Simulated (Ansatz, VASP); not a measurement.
**C in VASP and in Ansatz**

```
CELL_PARAMETERS angstrom
1.22803 0.70900 3.17966
-1.22803 0.70900 3.17966
0.00000 -1.41800 3.17966
ATOMIC_POSITIONS crystal
C 0.16400 0.16400 0.16400
C 0.83600 0.83600 0.83600
```

Change from the starting cell: strain +0.000 along x and y, -0.050 along z, atoms carried along.

Alike in both runs: task single point; functional LDA; k mesh 12 × 12 × 12; occupations gaussian, width 0.05 eV; no spin polarisation.

|  | VASP | Ansatz |
| --- | --- | --- |
| version | VASP 6.6.1 | Ansatz 0.2.0 |
| potentials or method | VASP PAW LDA potentials, release 64 (C) | scalar-relativistic, plane waves, PAW |
| plane-wave cutoff (eV) | 520 | 420 |
| valence electrons in the cell | 8 | 8 |

|  | VASP | Ansatz | Ansatz less VASP |
| --- | --- | --- | --- |
| gap on the k mesh at the Fermi level (eV) | 1.01 | 1.01 | -0.002 |
| least direct gap on the mesh (eV) | 1.01 | 1.01 | -0.002 |
| pressure (GPa) | -2.9 | -3.8 | -0.87 |
| largest component of the traceless stress (GPa) | 3.87 | 4.82 | +0.947 |
| rms of the force components (eV/Å) | 0.474 | 0.477 | +0.0036 |

Atom by atom the forces differ by 0.004 eV/Å (rms over components).
